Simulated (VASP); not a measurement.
Wanted: the native input for a VASP 6.6.1 run.

```yaml
Task: relaxation of cell and atoms
Functional: PBE
Potentials_or_basis: VASP PAW PBE potentials, release 64 (Sn, Se)
Cutoff: 300 eV
k_mesh: 2 × 4 × 4
Occupations: gaussian, width 0.03 eV
Spin: no spin polarisation
Further_INCAR_settings: ALGO = Normal; EDIFF = 1e-07; IBRION = 2; EDIFFG = -0.005; NSW = 90; ISIF = 3
```

The structure of SnSe lies in POSCAR:

```
SnSe                                    
1.0
   11.9154822179      0.0000000000      0.0000000000
    0.0000000000      4.2434181372     -0.0000000000
    0.0000000000      0.0000000000      4.4542746939
  Sn              Se            
     4     4
Direct
     0.1242686150481182    0.2500000000000000    0.0946896337614564
     0.3757313849518819    0.7500000000000000    0.5946896337614566
     0.6242686150481181    0.2500000000000000    0.4053103662385436
     0.8757313849518819    0.7500000000000000    0.9053103662385434
     0.3547539565819098    0.2500000000000000    0.0156309736985255
     0.1452460434180903    0.7500000000000000    0.5156309736985256
     0.8547539565819096    0.2500000000000000    0.4843690263014745
     0.6452460434180904    0.7500000000000000    0.9843690263014744
```

The input as run:

INCAR

```
  PREC = Accurate
  ENCUT = 300
  EDIFF = 1E-7
  ISMEAR = 0
  SIGMA = 0.03
  LREAL = False
  LASPH = True
  NELM = 80
  ALGO = Normal
  ISIF = 3
  LWAVE = False
  LCHARG = False
  GGA = PE
  IBRION = 2
  NSW = 90
  EDIFFG = -0.005
  KPAR = 2
```

KPOINTS

```
regular mesh
0
Gamma
  2 4 4
```

Potentials or basis: VASP PAW PBE potentials, release 64 (Sn, Se).

Launch:

```sh
$ cat potpaw_PBE.64/Sn/POTCAR potpaw_PBE.64/Se/POTCAR > POTCAR
$ mpirun -np 2 vasp_std > vasp.out
```

It gave:

- Relaxed volume: 28.13 Å³/atom
- Relaxed cell: a = 11.914 Å, b = 4.244 Å, c = 4.450 Å, α = 90.00°, β = 90.00°, γ = 90.00°
- Space group after relaxing (to 0.05 Å): Pnma (No. 62)
- Energy gained by relaxing: 0.1 meV/atom
- Ionic steps: 25
- Pressure after relaxing: 0.0 GPa
- Largest force after relaxing: 0.005 eV/Å
- Band gap on the k mesh: 0.96 eV, indirect (least direct gap 1.17 eV)

Caveat: spin-orbit coupling is left out, which moves the levels of the heavy elements; this functional lacks dispersion, which binds the layers, so the pressure and a relaxed spacing across them are unreliable.

Wall time 3 min on 2 MPI ranks on AMD EPYC 9R45 96-Core Processor (Zen 5), with other jobs on the host, peak memory 0.2 GiB a rank.
